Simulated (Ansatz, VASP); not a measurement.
**One calculation of Co, two programs**

```
Co
1.0
     2.48736    0.00000    0.00000
    -1.24368    2.15412    0.00000
     0.00000    0.00000   25.23836
Co
6
Direct
  0.33333 0.66667 0.29717
  0.66667 0.33333 0.38084
  0.33333 0.66667 0.45816
  0.66667 0.33333 0.54184
  0.33333 0.66667 0.61916
  0.66667 0.33333 0.70283
```

Alike in both runs: task single point; functional PBE; k mesh 12 × 12 × 1; occupations fermi-dirac, width 0.05 eV; collinear spin, ferromagnetic start.

|  | VASP | Ansatz |
| --- | --- | --- |
| version | VASP 6.6.1 | Ansatz 0.2.0 |
| potentials or method | VASP PAW PBE potentials, release 64 (Co) | Ansatz PAW |
| plane-wave cutoff (eV) | 520 | 420 |
| valence electrons in the cell | 54 | 102 |

|  | VASP | Ansatz | Ansatz less VASP |
| --- | --- | --- | --- |
| gap on the k mesh at the Fermi level (eV) | none | none | - |
| rms of the force components (eV/Å) | 0.430 | 0.434 | +0.0032 |
| net moment per atom (μB) | 1.67 | 1.68 | +0.014 |
| size of the moment on the site where the two differ most (μB) | 1.64 | 1.71 | +0.069 |
| work function, face that differs most (eV) | 4.83 | 5.03 | +0.202 |

Site moments also hang on the region over which each program counts them. Atom by atom the forces differ by 0.011 eV/Å (rms over components). A gap of «none» marks a metal or a gap that the smearing closes. The two sets of potentials don't hold the same shells in valence.
